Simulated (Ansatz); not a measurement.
Habitual settings against a tight run: Y2O3 (Ia-3, 40 atoms in the cell)

Self-consistent single point.

```
CELL_PARAMETERS angstrom
     -5.25829     5.25829     5.25829
      5.25829    -5.25829     5.25829
      5.25829     5.25829    -5.25829
ATOMIC_POSITIONS crystal
  Y  0.50000 0.50000 0.50000
  Y  0.50000 0.00000 0.00000
  Y  0.00000 0.00000 0.50000
  Y  0.00000 0.50000 0.00000
  Y  0.25000 0.71650 0.46650
  Y  0.75000 0.78350 0.03350
  Y  0.46650 0.25000 0.71650
  Y  0.03350 0.75000 0.78350
  Y  0.71650 0.46650 0.25000
  Y  0.78350 0.03350 0.75000
  Y  0.75000 0.28350 0.53350
  Y  0.25000 0.21650 0.96650
  Y  0.53350 0.75000 0.28350
  Y  0.96650 0.25000 0.21650
  Y  0.28350 0.53350 0.75000
  Y  0.21650 0.96650 0.25000
  O  0.53610 0.77370 0.54340
  O  0.73030 0.99270 0.95660
  O  0.76970 0.72630 0.26240
  O  0.96390 0.50730 0.23760
  O  0.54340 0.53610 0.77370
  O  0.95660 0.73030 0.99270
  O  0.26240 0.76970 0.72630
  O  0.23760 0.96390 0.50730
  O  0.77370 0.54340 0.53610
  O  0.99270 0.95660 0.73030
  O  0.72630 0.26240 0.76970
  O  0.50730 0.23760 0.96390
  O  0.46390 0.22630 0.45660
  O  0.26970 0.00730 0.04340
  O  0.23030 0.27370 0.73760
  O  0.03610 0.49270 0.76240
  O  0.45660 0.46390 0.22630
  O  0.04340 0.26970 0.00730
  O  0.73760 0.23030 0.27370
  O  0.76240 0.03610 0.49270
  O  0.22630 0.45660 0.46390
  O  0.00730 0.04340 0.26970
  O  0.27370 0.73760 0.23030
  O  0.49270 0.76240 0.03610
```

Method of the run: PBE, PAW files (plane waves; Ansatz, a first-principles code).

Base settings: basis.ecutwfc = 420 eV; kpoints.mp_grid.grid = 3 3 3; hamiltonian.xc = pbe; hamiltonian.pseudopotentials = {kind: paw} (the program's default PAW files); scf.occupations.method = gaussian; scf.occupations.width = 0.05 eV.

Tight run (finer mesh or higher cutoff; not a proven limit): basis.ecutwfc: 420 eV → 590 eV; kpoints.mp_grid.grid: 3 3 3 → 5 5 5; scf.convergence.dr2_threshold: default (1e-07 eV) → 1e-09 eV. It gave top of the valence band (on the code's own zero) 8.31 eV; gap on the k-point mesh 4.28 eV; pressure 6.37 GPa; largest force (vector length) 0.442 eV/Å.

Quick runs, as changes from the base:
- A: the base itself
- B: basis.ecutwfc: 420 eV → 335 eV; kpoints.mp_grid.grid: 3 3 3 → 2 2 2; scf.convergence.dr2_threshold: default (1e-07 eV) → 0.0001 eV
- C: basis.ecutwfc: 420 eV → 250 eV; kpoints.mp_grid.grid: 3 3 3 → 1 1 1; hamiltonian.xc: pbe → lda; scf.convergence.dr2_threshold: default (1e-07 eV) → 0.001 eV [LDA (PW92)]
- D: basis.ecutwfc: 420 eV → 295 eV; kpoints.mp_grid.grid: 3 3 3 → 4 4 4; scf.occupations.method: gaussian → cold; scf.occupations.width: 0.05 eV → 0.5 eV; scf.convergence.dr2_threshold: default (1e-07 eV) → 0.001 eV
- E: basis.ecutwfc: 420 eV → 250 eV; hamiltonian.xc: pbe → lda [LDA (PW92)]

Dashes: time of B, C, E, under 30 s; energy of C, E, another energy zero.

Gaps are read on each run's own mesh, which may miss the band edges.

† marks runs with another functional, U, potentials or spin treatment: their distance from the tight run is not a convergence error alone.

The count of work is k-points × plane waves × bands × iterations; it is no time. Core times come from one kind of shared machine and are given to one figure; runs under 30 s give none.

Pressures in the table are Ansatz's without its Pulay estimate, at a fixed set of plane waves; the tight run's value above holds the estimate.

The starting cell was generated: these elements placed on a structure prototype, without a prior relaxation; it need not be a known phase or ordering of this composition. Its lattice was rescaled by a random factor within 2.5 % of one. In the base run, with a pressure of about 6 GPa the cell is away from its equilibrium volume at this level.

```
run  energy less tight (meV/atom)  pressure less tight (GPa)  largest miss in a force vector (eV/Å)  gap on the mesh less tight (eV)  count of work / tight  core time / tight (rough)
---  ----------------------------  -------------------------  -------------------------------------  -------------------------------  ---------------------  -------------------------
A                             2.0                      -0.26                                  0.001                            0.007                   0.20                        0.2
B                            63.1                      -5.39                                  0.009                            0.023                  0.095                          –
C†                              –                     -60.28                                  0.242                           -0.214                  0.015                          –
D                           234.8                     -16.06                                  0.021                           -0.032                   0.18                        0.2
E†                              –                     -60.48                                  0.213                           -0.236                  0.081                          –
```

Among the runs at the tight run's level, the energy misses run from 2.0 to 234.8 meV/atom.

Left out of this page: 1 run of the series outside the window shown, repeating another row's setting, or not comparable.

Keys are those of Ansatz 0.2.
